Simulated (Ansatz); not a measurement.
# Ni3Ge: biaxial strain in the a-b plane

The task here is to estimate one member of a computed series from the others.

Program: Ansatz 0.2.0. Level of theory: DFT r2SCAN, scalar-relativistic, plane waves, PAW. These are calculated values, not measurements.

2 further runs of the same task are left out: 2 set aside as unsound or not needed.

## The starting structure

The structure is cubic, space group Pm-3m (No. 221). Conventional cell: a = 3.533 Å, b = 3.533 Å, c = 3.533 Å, α = 90.00°, β = 90.00°, γ = 90.00°. Around Ni (site symmetry 4/mmm) lie 8 Ni at 2.50 Å and 4 Ge at 2.50 Å. Ge (site symmetry m-3m) has 12 Ni at 2.50 Å as nearest neighbours.

Structure file:

```
Ni Ge
1.0
     3.53262    0.00000    0.00000
     0.00000    3.53262    0.00000
     0.00000    0.00000    3.53262
Ni Ge
3 1
Direct
  0.50000 0.00000 0.50000
  0.00000 0.50000 0.50000
  0.50000 0.50000 0.00000
  0.00000 0.00000 0.00000
```

It goes back to an entry of the Materials Project, which need not be the stable form.

It is the result of an earlier relaxation at this level (volume 11.02 Å³/atom; gap on the mesh: none (metal)).

Set-up of the first run:

input.yaml reads:

```yaml
crystal:
  lattice:
    - [3.5326168936, 0.0, 0.0]
    - [0.0, 3.5326168936, 0.0]
    - [0.0, 0.0, 3.5326168936]
  atoms:
    - { symbol: Ni, position: [0.5, 0.0, 0.5] }
    - { symbol: Ni, position: [0.0, 0.5, 0.5] }
    - { symbol: Ni, position: [0.5, 0.5, 0.0] }
    - { symbol: Ge, position: [0.0, 0.0, 0.0] }
basis:
  ecutwfc: 500
kpoints:
  mp_grid: { grid: [14, 14, 14] }
hamiltonian:
  xc: r2scan
scf:
  occupations: { method: gaussian, width: 0.1 }
output:
  forces: true
  stress: true
  eigenvalues: true
```

The run is started by

```sh
> ansatz run input.yaml --threads 1 --pin off --max-ram 2560MiB --backend cpu --events-out ev --progress --plain --runs-dir out
```

Among the steps run: Zero strain; At -1.5 %; Strain +1.5 %; Strain -3.0 %; Strain +3.0 %; At -4.5 %; The cell strained by +4.5 %.

One of the session's tables, all rows but one given; the rest of the session is left out.

```
strain (%)  ΔE (meV/atom)  a (Å)  b (Å)  c (Å)
      -4.5           51.0  3.374  3.374  3.695
      -3.0           21.0  3.427  3.427  3.643
      -1.5            4.8  3.480  3.480  3.588
      +0.0            0.0  3.533  3.533  3.533
      +1.5            4.3  3.586  3.586  3.476
      +3.0              ?      ?      ?      ?
      +4.5           34.1  3.692  3.692  3.356
```

Q: Estimate the row for strain (%) = +3.0 from the others.

Worked estimate for «ΔE (meV/atom)». A straight line through the neighbours (1.5, 4.3) and (4.5, 34.1) gives 4.3 + (34.1 − 4.3) × (3.0 − 1.5) / (4.5 − 1.5) = 19.2; a parabola fitted to 3 rows on both sides gives 15.7.

The run gave: ΔE (meV/atom): 16.2; a (Å): 3.639; b (Å): 3.639; c (Å): 3.417. In «ΔE (meV/atom)» the line misses by +3.0 and the parabola by -0.5.

ΔE is over the unstrained cell. Stress in GPa, positive in compression, on the Cartesian axes of the input. 

Caveats from the session: The final runs have no spin polarisation, so no magnetic state was tried and one may lie lower.
